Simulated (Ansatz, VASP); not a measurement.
Two plane-wave programs on CdS (Greenockite)

```xyz
4
Lattice="4.1966 0.0000 0.0000 -2.0983 3.6343 0.0000 0.0000 0.0000 6.8288" Properties=species:S:1:pos:R:3 pbc="T T T"
Cd    0.0000    2.4229   -0.0054
Cd    2.0983    1.2114    3.4090
S     0.0000    2.4229    2.5662
S     2.0983    1.2114    5.9806
```

Alike in both runs: task single point; functional PBE; k mesh 9 × 9 × 4; occupations gaussian, width 0.02 eV; non-collinear spin, spin-orbit coupling.

|  | VASP | Ansatz |
| --- | --- | --- |
| version | VASP 6.6.1 | Ansatz 0.2.0 |
| potentials or method | VASP PAW PBE potentials, release 64 (Cd, S) | plane waves, PAW |
| plane-wave cutoff (eV) | 520 | 420 |
| valence electrons in the cell | 36 | 52 |

|  | VASP | Ansatz | Ansatz less VASP |
| --- | --- | --- | --- |
| gap on the k mesh at the Fermi level (eV) | 1.10 | 1.10 | -0.001 |
| least direct gap on the mesh (eV) | 1.10 | 1.10 | -0.001 |
| pressure (GPa) | 0.3 | -0.1 | -0.32 |
| net moment per atom (μB) | 0.00 | 0.00 | 0.000 |

The two sets of potentials don't hold the same shells in valence.
